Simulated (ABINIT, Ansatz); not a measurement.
# CaO (Lime): G0W0 with ABINIT, start to end, part 2 of 3

How does a plane-wave GW calculation on CaO (Lime) run from the first input to the gap?

ABINIT 10.8.3; PBE and many-body steps on it, plane waves. Known limits of the many-body steps: not at the basis limit.

So far. Step 2 (Ground state): The gap is indirect, with the least direct gap 0.37 eV higher.

**3. Bands along the symmetry lines**

Level of this step: DFT, PBE, plane waves, norm-conserving pseudopotentials (ABINIT).

Levels along a band path, at the cheap level, show where the edges lie and whether the meshes to come will hold them.

Input file run.abi:

```
acell 3*1.0 Angstrom
rprim 
  -0.000000000000 2.406500000000 2.406500000000
  2.406500000000 -0.000000000000 2.406500000000
  2.406500000000 2.406500000000 -0.000000000000
ntypat 2
znucl 20 8
natom 2
typat 1 2
xred 
  0.000000000000 0.000000000000 0.000000000000
  0.500000000000 0.500000000000 0.500000000000
pp_dirpath "pseudos"
pseudos "Ca.upf, O.upf"
ecut 36
iscf -2
irdden 1
kptopt 0
nkpt 50
kpt 
  0.00000000 0.00000000 0.00000000
  0.06250000 0.00000000 0.06250000
  0.12500000 0.00000000 0.12500000
  0.18750000 0.00000000 0.18750000
  0.25000000 0.00000000 0.25000000
  0.31250000 0.00000000 0.31250000
  0.37500000 0.00000000 0.37500000
  0.43750000 0.00000000 0.43750000
  0.50000000 0.00000000 0.50000000
  0.51562500 0.03125000 0.51562500
  0.53125000 0.06250000 0.53125000
  0.54687500 0.09375000 0.54687500
  0.56250000 0.12500000 0.56250000
  0.57812500 0.15625000 0.57812500
  0.59375000 0.18750000 0.59375000
  0.60937500 0.21875000 0.60937500
  0.62500000 0.25000000 0.62500000
  0.37500000 0.37500000 0.75000000
  0.32812500 0.32812500 0.65625000
  0.28125000 0.28125000 0.56250000
  0.23437500 0.23437500 0.46875000
  0.18750000 0.18750000 0.37500000
  0.14062500 0.14062500 0.28125000
  0.09375000 0.09375000 0.18750000
  0.04687500 0.04687500 0.09375000
  0.00000000 0.00000000 0.00000000
  0.06250000 0.06250000 0.06250000
  0.12500000 0.12500000 0.12500000
  0.18750000 0.18750000 0.18750000
  0.25000000 0.25000000 0.25000000
  0.31250000 0.31250000 0.31250000
  0.37500000 0.37500000 0.37500000
  0.43750000 0.43750000 0.43750000
  0.50000000 0.50000000 0.50000000
  0.50000000 0.46875000 0.53125000
  0.50000000 0.43750000 0.56250000
  0.50000000 0.40625000 0.59375000
  0.50000000 0.37500000 0.62500000
  0.50000000 0.34375000 0.65625000
  0.50000000 0.31250000 0.68750000
  0.50000000 0.28125000 0.71875000
  0.50000000 0.25000000 0.75000000
  0.50000000 0.21875000 0.71875000
  0.50000000 0.18750000 0.68750000
  0.50000000 0.15625000 0.65625000
  0.50000000 0.12500000 0.62500000
  0.50000000 0.09375000 0.59375000
  0.50000000 0.06250000 0.56250000
  0.50000000 0.03125000 0.53125000
  0.50000000 0.00000000 0.50000000
istwfk *1
nband 15
nbdbuf 2
tolwfr 1e-08
nstep 40
prtwf 0
prtvol 0
indata_prefix "in"
outdata_prefix "out"
tmpdata_prefix "tmp"
```

The run is started by

```sh
$ OMP_NUM_THREADS=1 mpirun -n 8 abinit run.abi > log
```

Numbers of over 12 decimals in the logs are rounded to 6 here.

The log of the run:

```text
.Version 10.8.3 of ABINIT. v10.8.2 released Aug 2026.

 Symmetries : space group Fm -3 m (#225); Bravais cF (face-center cubic)
[... echo of the input left out ...]
== DATASET  1 ==================================================================
-   mpi_nproc: 8, omp_nthreads: 1 (-1 if OMP is not activated)

--- !DatasetInfo
iteration_state: {dtset: 1, }
dimensions: {natom: 2, nkpt: 50, mband: 15, nsppol: 1, nspinor: 1, nspden: 1, mpw: 1964, }
cutoff_energies: {ecut:  36.0, pawecutdg:  -1.0, }
electrons: {nelect:   1.60000000E+01, charge:   0.00000000E+00, occopt:   1.00000000E+00, tsmear:   1.00000000E-02, }

 Real(R)+Recip(G) space primitive vectors, cartesian coordinates (Bohr,Bohr^-1):
 R(1)=  0.0000000  4.5476259  4.5476259  G(1)= -0.1099475  0.1099475  0.1099475
 R(2)=  4.5476259  0.0000000  4.5476259  G(2)=  0.1099475 -0.1099475  0.1099475
 R(3)=  4.5476259  4.5476259  0.0000000  G(3)=  0.1099475  0.1099475 -0.1099475
 Unit cell volume ucvol=  1.8809801E+02 bohr^3
 Angles (23,13,12)=  6.00000000E+01  6.00000000E+01  6.00000000E+01 degrees

 getcut: wavevector=  0.0000  0.0000  0.0000  ngfft=  36  36  36
         ecut(hartree)=     36.000   => boxcut(ratio)=   2.07246

--- Pseudopotential description ------------------------------------------------
- Ca Generated using ONCVPSP code by D. R. Hamann
- 20.00000  10.00000  171031                  znucl, zion, pspdat
12 -101130 2 -1 1766                          pspcod,pspxc,lmax,lloc,mmax
     nproj     2     2     2
  pspatm : epsatm=   12.33471919
         --- l  ekb(1:nproj) -->
             0   10.063789    0.972391
             1    3.049878    0.471799
             2   -3.406671   -1.078890
 pspatm: atomic psp has been read  and splines computed

- O Generated using ONCVPSP code by D. R. Hamann
-  8.00000   6.00000  171031                  znucl, zion, pspdat
12 -101130 2 -1 936                           pspcod,pspxc,lmax,lloc,mmax
     nproj     2     2     1
  pspatm : epsatm=    6.19545534
         --- l  ekb(1:nproj) -->
[...]
2   -1.331955
 pspatm: atomic psp has been read  and splines computed

--------------------------------------------------------------------------------

================================================================================
 prteigrs : about to open file out_EIG
 Non-SCF case, kpt    1 (  0.00000  0.00000  0.00000), residuals and eigenvalues=
  1.62E-09  1.56E-09  5.40E-09  5.32E-09  1.82E-09  2.53E-09  3.79E-09  5.35E-09
  1.18E-09  3.88E-09  7.88E-09  5.10E-09  6.00E-09  7.83E-09  7.63E-09
 -1.1984E+00 -4.9133E-01 -4.9133E-01 -4.9133E-01 -3.8219E-01  1.8612E-01
  1.8612E-01  1.8612E-01  3.5937E-01  4.1497E-01  4.1497E-01  4.1497E-01
[...]
Non-SCF case, kpt    2 (  0.06250  0.00000  0.06250), residuals and eigenvalues=
  2.66E-09  4.09E-09  2.02E-09  5.11E-09  6.28E-09  2.51E-09  3.47E-09  6.62E-09
[...]
3.83E-09  5.53E-09  1.77E-09  3.07E-09  2.90E-09  2.90E-09  3.36E-09  3.11E-09
  1.40E-09  2.87E-09  7.71E-09  1.66E-09  3.06E-09  7.58E-09  4.54E-08
[...]
Non-SCF case, kpt   49 (  0.50000  0.03125  0.53125), residuals and eigenvalues=
[...]
Non-SCF case, kpt   50 (  0.50000  0.00000  0.50000), residuals and eigenvalues=
[...]
-1.1936E+00 -5.1294E-01 -4.9951E-01 -4.9951E-01 -3.7352E-01  1.3836E-01
  1.7235E-01  1.7235E-01  3.2070E-01  4.8094E-01  5.1203E-01  5.3511E-01
[...]
--- !ResultsGS
iteration_state: {dtset: 1, }
comment   : Summary of ground state results
lattice_vectors:
- [ -0.0000000,   4.5476259,   4.5476259, ]
- [  4.5476259,  -0.0000000,   4.5476259, ]
- [  4.5476259,   4.5476259,  -0.0000000, ]
lattice_lengths: [   6.43131,    6.43131,    6.43131, ]
lattice_angles: [ 60.000,  60.000,  60.000, ] # degrees, (23, 13, 12)
lattice_volume:   1.8809801E+02
convergence: {deltae:  0.000E+00, res2:  0.000E+00, residm:  9.931E-09, diffor:  0.000E+00, }
etotal    :  -5.53869081E+01
entropy   :   0.00000000E+00
fermie    :   1.86115127E-01
cartesian_stress_tensor: null
pressure_GPa: null
xred      :
- [  0.0000E+00,   0.0000E+00,   0.0000E+00, Ca]
- [  5.0000E-01,   5.0000E-01,   5.0000E-01,  O]
cartesian_forces: null
force_length_stats: {min: null, max: null, mean: null, }

 Integrated electronic density in atomic spheres:
 ------------------------------------------------
 Atom  Sphere_radius  Integrated_density
[...]
================================================================================

 ----iterations are completed or convergence reached----

 Mean square residual over all n,k,spin=   47.443E-10; max=  99.313E-10
 reduced coordinates (array xred) for    2 atoms
       0.000000000000      0.000000000000      0.000000000000
       0.500000000000      0.500000000000      0.500000000000

 cartesian coordinates (angstrom) at end:
    1      0.000000     0.000000     0.000000
    2      2.406500     2.406500     2.406500
 length scales=  1.889726125908  1.889726125908  1.889726125908 bohr
              =  1.000000000000  1.000000000000  1.000000000000 angstroms
 prteigrs : about to open file out_EIG
 Eigenvalues (hartree) for nkpt=  50  k points:
 kpt#   1, nband= 15, wtk=  1.00000, kpt=  0.0000  0.0000  0.0000 (reduced coord)
[...]
kpt#   2, nband= 15, wtk=  1.00000, kpt=  0.0625  0.0000  0.0625 (reduced coord)
[...]
kpt#   3, nband= 15, wtk=  1.00000, kpt=  0.1250  0.0000  0.1250 (reduced coord)
[...]
kpt#  49, nband= 15, wtk=  1.00000, kpt=  0.5000  0.0313  0.5313 (reduced coord)
  -1.19360   -0.51282   -0.49980   -0.49964   -0.37299    0.13846    0.17099    0.17154
   0.32280    0.48187    0.51324    0.53097    0.53512    0.60227    0.67945
 kpt#  50, nband= 15, wtk=  1.00000, kpt=  0.5000  0.0000  0.5000 (reduced coord)
  -1.19360   -0.51294   -0.49951   -0.49951   -0.37352    0.13836    0.17235    0.17235
   0.32070    0.48094    0.51203    0.53511    0.53511    0.59844    0.67927

== END DATASET(S) ==============================================================
================================================================================

 -outvars: echo values of variables after computation  --------
            nband          15
             nkpt          50
          spgroup         225
 [... the other variables as echoed above ...]

 Calculation completed.
```

Elapsed: 4.2 s, on 8 MPI ranks of Arm Neoverse V2, shared host; peak memory 0.48 GiB.

This step gave:

```
gap                        : 3.662 eV
k of the valence top       : 0, 0, 0
k of the conduction bottom : 0.5, 0, 0.5
least direct gap           : 4.037 eV
```

The gap is 3.662 eV, as in the run before at this level.

The electronic bands at the labelled points (eV, zero at the top of the highest filled band; v1 is the highest filled band, c1 the lowest empty one):

| point | v4 | v3 | v2 | v1 | c1 | c2 | c3 | c4 |
| --- | --- | --- | --- | --- | --- | --- | --- | --- |
| Γ | -15.46 | 0.00 | 0.00 | 0.00 | 4.71 | 6.23 | 6.23 | 6.23 |
| halfway | -14.95 | -1.66 | -0.30 | -0.30 | 4.72 | 6.60 | 8.04 | 8.04 |
| X | -15.23 | -1.30 | -0.37 | -0.37 | 3.66 | 8.02 | 8.87 | 9.50 |
| halfway | -15.12 | -1.28 | -0.69 | -0.50 | 4.09 | 8.21 | 8.91 | 9.12 |
| U | -14.87 | -1.32 | -1.20 | -0.77 | 5.14 | 7.97 | 8.54 | 9.02 |
| jump to K | -14.87 | -1.32 | -1.20 | -0.77 | 5.14 | 7.97 | 8.54 | 9.02 |
| halfway | -14.71 | -1.79 | -0.92 | -0.55 | 6.10 | 7.02 | 7.20 | 8.02 |
| Γ | -15.46 | 0.00 | 0.00 | 0.00 | 4.71 | 6.23 | 6.23 | 6.23 |
| halfway | -14.82 | -1.52 | -0.65 | -0.65 | 6.25 | 6.84 | 7.17 | 7.17 |
| L | -14.30 | -2.61 | -1.18 | -1.18 | 7.03 | 8.33 | 8.33 | 8.49 |
| halfway | -14.58 | -2.03 | -1.11 | -1.04 | 6.74 | 6.82 | 8.73 | 8.91 |
| W | -14.86 | -1.27 | -1.05 | -1.05 | 6.31 | 6.31 | 8.36 | 9.50 |
| halfway | -15.04 | -1.25 | -0.84 | -0.66 | 4.49 | 8.25 | 8.28 | 9.38 |
| X | -15.23 | -1.30 | -0.37 | -0.37 | 3.66 | 8.02 | 8.87 | 9.50 |

The electronic bands as a text plot (rows in eV, shown from -8.0 to 7.7 only):

```
    7.4 |+   +  +++        +  +++++   ++    +++     ++      +
    6.7 |  ++ ++            ++  +++++    ++++++++++++++++  +
    6.1 |++  +             +  +++++++++++++++            +++
    5.4 |  +++            +        ++    ++                 +
    4.8 |++   ++         +           ++++                    +
    4.1 |       +++    ++                                     ++
    3.5 |          ++++                                         +
    2.8 |
    2.2 |
    1.5 |
    0.8 |
    0.2 |****                        ****
   -0.5 | *  **************   ********  *****                ****
   -1.1 |  ***     ****************        * ********************
   -1.8 |     *****        ******           ***       ***
   -2.4 |                                      *******
   -3.1 |
   -3.7 |
   -4.4 |
   -5.1 |
   -5.7 |
   -6.4 |
   -7.0 |
   -7.7 |
         Γ           X  U|K            Γ         L        W     X
```

**4. Empty states on the mesh, 6×6×6 mesh, 522 bands**

The sums over transitions need many empty states on a uniform mesh; this step solves for them.

Input file run.abi:

```
acell 3*1.0 Angstrom
rprim 
  -0.000000000000 2.406500000000 2.406500000000
  2.406500000000 -0.000000000000 2.406500000000
  2.406500000000 2.406500000000 -0.000000000000
ntypat 2
znucl 20 8
natom 2
typat 1 2
xred 
  0.000000000000 0.000000000000 0.000000000000
  0.500000000000 0.500000000000 0.500000000000
pp_dirpath "pseudos"
pseudos "Ca.upf, O.upf"
ecut 36
ngkpt 6 6 6
nshiftk 1
shiftk 0 0 0
kptopt 1
chksymbreak 0
irdden 1
istwfk *1
nband 522
prtvol 0
optdriver 6
gwr_task "HDIAGO"
paral_kgb 0
occopt 1
indata_prefix "in"
outdata_prefix "out"
tmpdata_prefix "tmp"
```

The log of the run:

```text
[banner, memory and clock lines left out]
.Version 10.8.3 of ABINIT. v10.8.2 released Aug 2026.

 Symmetries : space group Fm -3 m (#225); Bravais cF (face-center cubic)
[... echo of the input left out ...]
== DATASET  1 ==================================================================
-   mpi_nproc: 8, omp_nthreads: 1 (-1 if OMP is not activated)

--- !DatasetInfo
iteration_state: {dtset: 1, }
dimensions: {natom: 2, nkpt: 16, mband: 522, nsppol: 1, nspinor: 1, nspden: 1, mpw: 1964, }
cutoff_energies: {ecut:  36.0, pawecutdg:  -1.0, }
electrons: {nelect:   1.60000000E+01, charge:   0.00000000E+00, occopt:   1.00000000E+00, tsmear:   1.00000000E-02, }

.Using double precision arithmetic; gwpc =  8

- Reading GS density from: in_DEN

--- Pseudopotential description ------------------------------------------------
- Ca Generated using ONCVPSP code by D. R. Hamann
- 20.00000  10.00000  171031                  znucl, zion, pspdat
12 -101130 2 -1 1766                          pspcod,pspxc,lmax,lloc,mmax
     nproj     2     2     2
  pspatm : epsatm=   12.33471919
         --- l  ekb(1:nproj) -->
             0   10.063789    0.972391
             1    3.049878    0.471799
             2   -3.406671   -1.078890
 pspatm: atomic psp has been read  and splines computed

- O Generated using ONCVPSP code by D. R. Hamann
-  8.00000   6.00000  171031                  znucl, zion, pspdat
12 -101130 2 -1 936                           pspcod,pspxc,lmax,lloc,mmax
     nproj     2     2     1
  pspatm : epsatm=    6.19545534
         --- l  ekb(1:nproj) -->
             0    6.056735    0.824024
             1   -4.717130   -1.149271
             2   -1.331955
 pspatm: atomic psp has been read  and splines computed

   2.96482793E+02                                ecore*ucvol(ha*bohr**3)

 Total charge density [el/Bohr^3]
)     Maximum=    9.2154E-01  at reduced coord.    0.4444    0.5556    0.5556
)     Minimum=    5.1365E-03  at reduced coord.    0.2500    0.2500    0.2500
   Integrated=    1.6000E+01

 === KS gaps after direct diagonalization ===
 Indirect band gap semiconductor
 Fundamental gap:     3.662 (eV)
   VBM:     5.064 (eV) at k: [ 0.0000E+00,  0.0000E+00,  0.0000E+00]
   CBM:     8.727 (eV) at k: [ 5.0000E-01,  5.0000E-01,  0.0000E+00]
 Direct gap:         4.037 (eV) at k: [ 5.0000E-01,  5.0000E-01,  0.0000E+00]

== END DATASET(S) ==============================================================

 -outvars: echo values of variables after computation  --------
           etotal      0.0000000000E+00
            nband         522
             nkpt          16
          spgroup         225
 [... the other variables as echoed above ...]

 Calculation completed.
```

Run time: 14 s. Hardware: 8 MPI ranks; peak memory 2.2 GiB; 1.9 min of CPU time.

Numbers from this step:

```
gap                                                           : 3.662 eV
k of the valence top                                          : 0, 0, 0
k of the conduction bottom                                    : 0.5, 0.5, 0
least direct gap                                              : 4.037 eV
k points computed                                             : 16
lowest point of the top converged band, above the valence top : 375.0805 eV
```

On this mesh the gap is 3.662 eV.

**5. Screening, 6×6×6 mesh, 514 bands, screening to 435.4 eV**

The RPA dielectric matrix is built and inverted for each q.

This step: RPA screening on PBE, plane waves, norm-conserving pseudopotentials.

run.abi: that of step 4 with these lines changed.

```diff
@@ -20,10 +20,11 @@
 chksymbreak 0
-irdden 1
 istwfk *1
-nband 522
-prtvol 0
-optdriver 6
-gwr_task "HDIAGO"
-paral_kgb 0
 occopt 1
+irdwfk 1
+optdriver 3
+nband 514
+ecuteps 16
+inclvkb 2
+awtr 1
+symchi 1
 indata_prefix "in"
```

The log of the run:

```text
.Version 10.8.3 of ABINIT. v10.8.2 released Aug 2026.

 Symmetries : space group Fm -3 m (#225); Bravais cF (face-center cubic)
[... echo of the input left out ...]
== DATASET  1 ==================================================================
-   mpi_nproc: 8, omp_nthreads: 1 (-1 if OMP is not activated)

--- !DatasetInfo
iteration_state: {dtset: 1, }
dimensions: {natom: 2, nkpt: 16, mband: 514, nsppol: 1, nspinor: 1, nspden: 1, mpw: 1964, }
cutoff_energies: {ecut:  36.0, pawecutdg:  -1.0, }
electrons: {nelect:   1.60000000E+01, charge:   0.00000000E+00, occopt:   1.00000000E+00, tsmear:   1.00000000E-02, }

 SCREENING: Calculation of the susceptibility and dielectric matrices

 Based on a program developped by R.W. Godby, V. Olevano, G. Onida, and L. Reining.
 Incorporated in ABINIT by V. Olevano, G.-M. Rignanese, and M. Torrent.
.Using double precision arithmetic ; gwpc =  8

[... cell and pseudopotentials left out ...]
--------------------------------------------------------------------------------

 ==== K-mesh for the wavefunctions ====
 Number of points in the irreducible wedge :    16
[... list of points left out ...]
 Together with 48 symmetry operations and time-reversal symmetry
 yields   216 points in the full Brillouin Zone.

 ==== Q-mesh for the screening function ====
 Number of points in the irreducible wedge :    16
[... list of points left out ...]
 Together with 48 symmetry operations and time-reversal symmetry
 yields   216 points in the full Brillouin Zone.

 setmesh: FFT mesh size selected  =    30x   30x   30
          total number of points  =        27000

 vcoul_init : cutoff-mode = AUXILIARY_FUNCTION
 q-points for optical limit:   1
     1)      0.000010    0.000020    0.000030

- screening: taking advantage of time-reversal symmetry
- Maximum band index for partially occupied states nbvw = 8
- Remaining bands to be divided among processors   nbcw = 506
- Number of bands treated by each node ~63

 Number of electrons calculated from density =   16.0000; Expected =   16.0000
 average of density, n =  0.085062
 r_s =    1.4106
 omega_plasma =   28.1335 [eV]

 calculating chi0 at frequencies [eV] :
  1    0.000000E+00    0.000000E+00
  2    0.000000E+00    2.813348E+01

--------------------------------------------------------------------------------
  q-point number  1        q = ( 0.000000, 0.000000, 0.000000) [r.l.u.]
--------------------------------------------------------------------------------
[... chi0 elements left out ...]
 For q-point:  0.000010 0.000020 0.000030
  dielectric constant =   3.5639
  dielectric constant without local fields =   3.9238

  Average fulfillment of the sum rule on Im[epsilon] for q-point    1 :     92.19  [%]
[... wings left out ...]
  q-point number  2        q = ( 0.166667, 0.000000, 0.000000) [r.l.u.]
--------------------------------------------------------------------------------
[... chi0 elements left out ...]
  Average fulfillment of the sum rule on Im[epsilon] for q-point    2 :     92.17  [%]

 [... 14 further q-points ...]
```

It took 11 min on 8 MPI ranks; peak memory 6.5 GiB.

This step gave:

```yaml
eps_infinity_with_local_fields_on_this_mesh_along_the_program_s_q_direction: 3.564
the_same_without_local_fields: 3.924
plasma_frequency: 28.13 eV
plane_waves_in_the_screening_matrix: 561
```

Local fields lower ε∞ by 9 %.

[end of part 2 of 3]

[Paths, hosts, dates, memory and timing lines, banners, echoed tables and standing remarks are left out of the program output.]

[Logs are printed without paths, hosts, clocks, repeated set-up lines and the standing remarks that a program may print on its own settings, such as how far it seeks lower states.]

[Runs of the session that timed out or met a known fault of the program may be left out.]

[Hosts, paths, dates, database ids (printed as entryN), source tags and the programs' standing remarks are cut or masked in the printed files.]

[G0W0 gaps are taken among the corrected bands and points alone; a level outside them can change the order at an edge.]

[Where Ansatz stands beside ABINIT at settings called matched, ABINIT's density can come from a denser mesh and the files from another edition; pairs whose starting gaps differed by over 0.03 eV were left out, so agreement reads better than it is.]
